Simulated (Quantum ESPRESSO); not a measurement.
# BaTiO3 (R3m) in Quantum ESPRESSO: reference runs

How does BaTiO3 come out in PBEsol? The cell is run as given, and energy against volume gives the equilibrium volume and stiffness.

Everything below comes from runs of Quantum ESPRESSO 7.5. Logs are shortened: lines on timing, memory, paths and dates and some standing lists are left out, and cuts for length are marked.

## Step 1: The crystal as given

The structure is trigonal, space group R3m (No. 160). The conventional cell has a = 5.655 Å, b = 5.655 Å, c = 6.955 Å, α = 90.00°, β = 90.00°, γ = 120.00°. Around Ba (site symmetry 3m) lie 12 O at 2.79 to 2.89 Å. Around Ti (site symmetry 3m) lie 6 O at 1.87 to 2.14 Å. Around O (site symmetry m) lie 2 Ti at 1.87 to 2.14 Å.

## Step 2: Single point, PBEsol

Contents of pw.in:

```
&CONTROL
  calculation = 'scf'
  prefix = 'pwscf'
  outdir = './tmp'
  pseudo_dir = './pseudo'
  tprnfor = .true.
  tstress = .true.
  disk_io = 'low'
/
&SYSTEM
  ibrav = 0
  celldm(1) = 8
  nat = 5
  ntyp = 3
  ecutwfc = 45
  ecutrho = 360
  nbnd = 28
  occupations = 'smearing'
  smearing = 'fd'
  degauss = 0.00367493
/
&ELECTRONS
  conv_thr = 1d-09
  electron_maxstep = 120
  mixing_beta = 0.5
/
ATOMIC_SPECIES
Ba   137.3270 ba_pbesol_v1.uspp.F.UPF
Ti    47.8670 ti_pbesol_v1.4.uspp.F.UPF
O     15.9990 o_pbesol_v1.2.uspp.F.UPF
CELL_PARAMETERS alat
  0.6678685679735   0.3855940974892   0.5476410939078
 -0.6678685679735   0.3855940974892   0.5476410939078
  0.0000000000000  -0.7711881950020   0.5476410939078
ATOMIC_POSITIONS crystal
Ba     0.0000000000    0.0000000000    0.0000000000
Ti     0.4845000000    0.4845000000    0.4845000000
O      0.5086000000    0.0175000000    0.5086000000
O      0.0175000000    0.5086000000    0.5086000000
O      0.5086000000    0.5086000000    0.0175000000
K_POINTS automatic
7 7 7 0 0 0
```

Contents of pp_density.in:

```
&INPUTPP
  prefix = 'pwscf'
  outdir = './tmp'
  filplot = 'density.dat'
  plot_num = 0
/
&PLOT
  nfile = 1
  filepp(1) = 'density.dat'
  iflag = 3
  output_format = 6
  fileout = 'density.cube'
/
```

Contents of pp_potential.in:

```
&INPUTPP
  prefix = 'pwscf'
  outdir = './tmp'
  filplot = 'potential.dat'
  plot_num = 11
/
&PLOT
  nfile = 1
  filepp(1) = 'potential.dat'
  iflag = 3
  output_format = 6
  fileout = 'potential.cube'
/
```

Potentials or basis: GBRV 1.5 PBEsol.

Command:

```bash
> OMP_NUM_THREADS=1 mpirun -n 2 pw.x -nk 2 -in pw.in > pw.out
> OMP_NUM_THREADS=1 mpirun -n 1 pp.x -in pp_density.in > pp_density.out
> OMP_NUM_THREADS=1 mpirun -n 1 pp.x -in pp_potential.in > pp_potential.out
```

pw.out:

```text
This program is part of the open-source Quantum ESPRESSO suite
     for quantum simulation of materials; please cite
         "P. Giannozzi et al., J. Phys.:Condens. Matter 21 395502 (2009);
         "P. Giannozzi et al., J. Phys.:Condens. Matter 29 465901 (2017);
         "P. Giannozzi et al., J. Chem. Phys. 152 154105 (2020);
     in publications or presentations arising from this work. More details at

     Message from routine setup:
     using ibrav=0 with symmetry is DISCOURAGED, use correct ibrav instead

     K-points division:     npool     =       2
     Subspace diagonalization in iterative solution of the eigenvalue problem:
     a serial algorithm will be used

     G-vector sticks info
     --------------------
     sticks:   dense  smooth     PW     G-vecs:    dense   smooth      PW
     Sum        1641     825    241                49917    17659    2909

     Using Slab Decomposition

     bravais-lattice index     =            0
     lattice parameter (alat)  =       8.0000  a.u.
     unit-cell volume          =     433.2501 (a.u.)^3
     number of atoms/cell      =            5
     number of atomic types    =            3
     number of electrons       =        40.00
     number of Kohn-Sham states=           28
     kinetic-energy cutoff     =      45.0000  Ry
     charge density cutoff     =     360.0000  Ry
     scf convergence threshold =      1.0E-09
     mixing beta               =       0.5000
     number of iterations used =            8  plain     mixing
     Exchange-correlation= SLA  PW   PSX  PSC
                           (   1   4  10   8   0   0   0)

     celldm(1)=   8.000000  celldm(2)=   0.000000  celldm(3)=   0.000000
     celldm(4)=   0.000000  celldm(5)=   0.000000  celldm(6)=   0.000000

     crystal axes: (cart. coord. in units of alat)
               a(1) = (   0.667869   0.385594   0.547641 )
               a(2) = (  -0.667869   0.385594   0.547641 )
               a(3) = (   0.000000  -0.771188   0.547641 )

     reciprocal axes: (cart. coord. in units 2 pi/alat)
               b(1) = (  0.748650  0.432233  0.608671 )
               b(2) = ( -0.748650  0.432233  0.608671 )
               b(3) = (  0.000000 -0.864467  0.608671 )

     PseudoPot. # 1 for Ba read from file:
     ba_pbesol_v1.uspp.F.UPF
     Pseudo is Ultrasoft + core correction, Zval = 10.0
     Generated by new atomic code, or converted to UPF format
     Using radial grid of  907 points,  7 beta functions with:
                l(1) =   0
                l(2) =   0
                l(3) =   1
                l(4) =   1
                l(5) =   2
                l(6) =   2
                l(7) =   3
     Q(r) pseudized with  6 coefficients,  rinner =    1.700   1.700   1.700
                                                       1.700   1.700   1.700
                                                       1.700

     PseudoPot. # 2 for Ti read from file:
     ti_pbesol_v1.4.uspp.F.UPF
     Pseudo is Ultrasoft + core correction, Zval = 12.0
     Generated by new atomic code, or converted to UPF format
     Using radial grid of  851 points,  6 beta functions with:
                l(1) =   0
                l(2) =   0
                l(3) =   1
                l(4) =   1
                l(5) =   2
                l(6) =   2
     Q(r) pseudized with  6 coefficients,  rinner =    1.000   1.000   1.000
                                                       1.000   1.000

     PseudoPot. # 3 for O  read from file:
     o_pbesol_v1.2.uspp.F.UPF
     Pseudo is Ultrasoft + core correction, Zval =  6.0
     Generated by new atomic code, or converted to UPF format
     Using radial grid of  737 points,  5 beta functions with:
                l(1) =   0
                l(2) =   0
                l(3) =   1
                l(4) =   1
                l(5) =   2
     Q(r) pseudized with  8 coefficients,  rinner =    0.900   0.900   0.900
                                                       0.900   0.900

     atomic species   valence    mass     pseudopotential
     Ba               10.00   137.32700     Ba( 1.00)
     Ti               12.00    47.86700     Ti( 1.00)
     O                 6.00    15.99900     O ( 1.00)

      6 Sym. Ops. (no inversion) found

   Cartesian axes

     site n.     atom                  positions (alat units)
         1        Ba     tau(   1) = (   0.0000000   0.0000000   0.0000000  )
         2        Ti     tau(   2) = (  -0.0000000  -0.0000000   0.7959963  )
         3        O      tau(   3) = (   0.3279903  -0.1893653   0.5666442  )
         4        O      tau(   4) = (  -0.3279903  -0.1893653   0.5666442  )
         5        O      tau(   5) = (   0.0000000   0.3787305   0.5666442  )

     number of k points=    44  Fermi-Dirac smearing, width (Ry)=  0.0037
                       cart. coord. in units 2pi/alat
        k(    1) = (   0.0000000   0.0000000   0.0000000), wk =   0.0058309
        k(    2) = (   0.0000000  -0.1234953   0.0869530), wk =   0.0349854
        k(    3) = (   0.0000000  -0.2469905   0.1739060), wk =   0.0349854
        k(    4) = (   0.0000000  -0.3704858   0.2608591), wk =   0.0349854
        k(    5) = (  -0.1069500  -0.0617476   0.1739060), wk =   0.0349854
        k(    6) = (  -0.1069500  -0.1852429   0.2608591), wk =   0.0699708
[... 36 lines left out ...]
        k(   43) = (  -0.0000000  -0.0000000   0.7825772), wk =   0.0116618
        k(   44) = (  -0.0000000   0.7409716   0.2608591), wk =   0.0349854

     Dense  grid:    49917 G-vectors     FFT dimensions: (  45,  45,  45)

     Smooth grid:    17659 G-vectors     FFT dimensions: (  36,  36,  36)

     Check: negative core charge=   -0.000006

     Initial potential from superposition of free atoms

     starting charge      38.9861, renormalised to      40.0000

     negative rho (up, down):  9.914E-02 0.000E+00
     Starting wfcs are   35 randomized atomic wfcs

     Self-consistent Calculation

     iteration #  1     ecut=    45.00 Ry     beta= 0.50
     Davidson diagonalization with overlap
     ethr =  1.00E-02,  avg # of iterations =  2.0

     negative rho (up, down):  9.377E-02 0.000E+00

     total energy              =    -286.46401940 Ry
     estimated scf accuracy    <       0.66955033 Ry

     iteration #  2     ecut=    45.00 Ry     beta= 0.50
     Davidson diagonalization with overlap
     ethr =  1.67E-03,  avg # of iterations =  2.0

     negative rho (up, down):  9.210E-02 0.000E+00

     total energy              =    -286.37653865 Ry
     estimated scf accuracy    <       2.02794937 Ry

     iteration #  3     ecut=    45.00 Ry     beta= 0.50
     Davidson diagonalization with overlap
     ethr =  1.67E-03,  avg # of iterations =  2.0

     negative rho (up, down):  9.060E-02 0.000E+00

     total energy              =    -286.73535558 Ry
     estimated scf accuracy    <       0.07867544 Ry

     iteration #  4     ecut=    45.00 Ry     beta= 0.50
     Davidson diagonalization with overlap
     ethr =  1.97E-04,  avg # of iterations =  1.8
[... 37 lines left out ...]
     negative rho (up, down):  8.840E-02 0.000E+00

     total energy              =    -286.73904340 Ry
     estimated scf accuracy    <       0.00000012 Ry

     iteration #  9     ecut=    45.00 Ry     beta= 0.50
     Davidson diagonalization with overlap
     ethr =  3.08E-10,  avg # of iterations =  2.0

     negative rho (up, down):  8.840E-02 0.000E+00

     total energy              =    -286.73904337 Ry
     estimated scf accuracy    <       0.00000010 Ry

     iteration # 10     ecut=    45.00 Ry     beta= 0.50
     Davidson diagonalization with overlap
     ethr =  2.57E-10,  avg # of iterations =  1.0

     negative rho (up, down):  8.840E-02 0.000E+00

     End of self-consistent calculation

          k = 0.0000 0.0000 0.0000 (  2205 PWs)   bands (ev):

   -45.7828 -22.1708 -22.1708 -22.1639 -14.4332  -6.5096  -5.8226  -5.8226
     0.3740   0.3740   0.3769   7.9670   7.9688   7.9688   8.8437   8.8437
     9.0825   9.6622   9.8007   9.8007  12.5551  12.5551  12.7054  14.7511
    14.7511  15.2126  15.2126  17.4291

          k = 0.0000-0.1235 0.0870 (  2202 PWs)   bands (ev):

   -45.7826 -22.1793 -22.1703 -22.1650 -14.4105  -6.5236  -5.8152  -5.8076
     0.4050   0.4073   0.4573   7.6215   7.9072   7.9161   8.6213   8.6505
     8.9523   9.3339   9.7100   9.7390  12.5926  12.8666  12.8668  14.7484
    15.2336  15.5842  15.5946  17.9211

          k = 0.0000-0.2470 0.1739 (  2208 PWs)   bands (ev):

   -45.7823 -22.2013 -22.1694 -22.1645 -14.3588  -6.6185  -5.7986  -5.6967
     0.4767   0.4809   0.6394   6.8964   7.7046   7.7200   8.2896   8.3468
     8.6736   8.8302   9.4531   9.5194  12.6632  13.4233  13.5151  14.7390
    15.9634  16.4271  16.5655  18.6094

          k = 0.0000-0.3705 0.2609 (  2207 PWs)   bands (ev):

   -45.7821 -22.2191 -22.1686 -22.1638 -14.3164  -6.7304  -5.7851  -5.5580
     0.5366   0.5427   0.7839   6.3509   7.4943   7.5083   8.0920   8.1169
     8.5073   8.5667   9.2542   9.3806  12.7122  13.9216  14.0177  14.7185
    16.3583  17.1582  17.5898  18.4940

          k =-0.1070-0.0617 0.1739 (  2196 PWs)   bands (ev):
[... 258 lines left out ...]
          k = 0.5348 0.3087-0.3478 (  2222 PWs)   bands (ev):

   -45.7809 -22.2159 -22.2121 -22.1946 -14.1982  -5.8964  -5.6749  -5.6657
    -0.1145  -0.0796   0.1603   6.0376   6.5799   7.0179   7.2041   7.7362
     7.8600   9.6930   9.7445  10.0613  14.2280  14.3763  14.5030  16.7355
    17.5220  17.8918  18.0693  18.5081

          k =-0.0000-0.0000 0.7826 (  2236 PWs)   bands (ev):

   -45.7806 -22.2150 -22.2150 -22.2079 -14.1745  -5.7089  -5.6151  -5.6151
    -0.2964  -0.2964  -0.1810   5.9285   6.5791   6.5791   7.6613   7.8022
     7.8022  10.0176  10.0176  10.1141  14.4758  14.6074  14.6074  16.9865
    16.9865  17.2735  18.2775  18.2775

          k =-0.0000 0.7410 0.2609 (  2245 PWs)   bands (ev):

   -45.7806 -22.2151 -22.2150 -22.2077 -14.1744  -5.7000  -5.6247  -5.6151
    -0.2962  -0.2961  -0.1800   5.9107   6.5810   6.5944   7.6179   7.8006
     7.8484  10.0252  10.0307  10.1032  14.4582  14.6121  14.6122  16.9058
    16.9728  17.3576  18.2500  18.2930

     the Fermi energy is    11.3351 ev

!    total energy              =    -286.73904339 Ry
     estimated scf accuracy    <          8.4E-10 Ry
     smearing contrib. (-TS)   =      -0.00000000 Ry
     internal energy E=F+TS    =    -286.73904339 Ry

     The total energy is F=E-TS. E is the sum of the following terms:
     one-electron contribution =     -73.45946121 Ry
     hartree contribution      =      60.51999321 Ry
     xc contribution           =     -67.32617793 Ry
     ewald contribution        =    -206.47339746 Ry

     convergence has been achieved in  10 iterations

     negative rho (up, down):  8.840E-02 0.000E+00

     Forces acting on atoms (cartesian axes, Ry/au):

     atom    1 type  1   force =    -0.00000000   -0.00000000   -0.00504298
     atom    2 type  2   force =     0.00000000    0.00000000    0.00381099
     atom    3 type  3   force =     0.00249202   -0.00143877    0.00041066
     atom    4 type  3   force =    -0.00249202   -0.00143877    0.00041066
     atom    5 type  3   force =    -0.00000000    0.00287753    0.00041066

     Total force =     0.008081     Total SCF correction =     0.000015

     Computing stress (Cartesian axis) and pressure

     negative rho (up, down):  8.840E-02 0.000E+00
          total   stress  (Ry/bohr**3)                   (kbar)     P=       -2.14
  -0.00001131  -0.00000000   0.00000000           -1.66       -0.00        0.00
   0.00000000  -0.00001131  -0.00000000            0.00       -1.66       -0.00
   0.00000000  -0.00000000  -0.00002107            0.00       -0.00       -3.10

=------------------------------------------------------------------------------=
   JOB DONE.
=------------------------------------------------------------------------------=
```

Wall time 39 s (2 MPI ranks of Arm Neoverse V1, shared host); peak memory 0.48 GiB.

What came out:

- Free energy: -3901.2834 eV
- Pressure: -0.2 GPa
- Largest force: 0.130 eV/Å
- Band gap on the k mesh: 2.44 eV, indirect (least direct gap 2.75 eV)

Forces in eV/Å, atoms in the order of the input:
```
Ba   0.000  0.000 -0.130
Ti   0.000  0.000  0.098
O    0.064 -0.037  0.011
O   -0.064 -0.037  0.011
O    0.000  0.074  0.011
```

Stress tensor (GPa, compression positive):
```
-0.17  0.00  0.00
 0.00 -0.17  0.00
 0.00  0.00 -0.31
```

Caveat: spin-orbit coupling is left out, which moves the levels of the heavy elements; an odd mesh through Γ misses points on the zone boundary, where band edges often lie. As with any semilocal functional, this PBEsol gap is likely too small.

## Step 3: Single point, PBEsol, 12.07 Å³/atom

Changes to pw.in since step 2:

```diff
@@ -5,5 +5,4 @@
   pseudo_dir = './pseudo'
-  tprnfor = .true.
   tstress = .true.
-  disk_io = 'low'
+  disk_io = 'nowf'
 /
@@ -11,3 +10,2 @@
   ibrav = 0
-  celldm(1) = 8
   nat = 5
@@ -30,6 +28,6 @@
 O     15.9990 o_pbesol_v1.2.uspp.F.UPF
-CELL_PARAMETERS alat
-  0.6678685679735   0.3855940974892   0.5476410939078
- -0.6678685679735   0.3855940974892   0.5476410939078
-  0.0000000000000  -0.7711881950020   0.5476410939078
+CELL_PARAMETERS angstrom
+   2.7696490538    1.5990576267    2.2710660605
+  -2.7696490538    1.5990576267    2.2710660605
+   0.0000000000   -3.1981152536    2.2710660605
 ATOMIC_POSITIONS crystal
```

Potentials or basis: GBRV 1.5 PBEsol.

Command:

```bash
> OMP_NUM_THREADS=1 mpirun -n 2 pw.x -nk 2 -in pw.in > pw.out
```

Run time: 28 s. Hardware: 2 MPI ranks of Arm Neoverse V1, shared host; peak memory 0.46 GiB.

Results (log left out):

| Quantity | Value |
| --- | --- |
| Free energy | -3901.1458 eV |
| Pressure | 12.1 GPa |
| Band gap on the k mesh | 2.60 eV, indirect (least direct gap 2.85 eV) |

Caveat: spin-orbit coupling is left out, which moves the levels of the heavy elements; an odd mesh through Γ misses points on the zone boundary, where band edges often lie.

(Continued in part 2 of 2.)
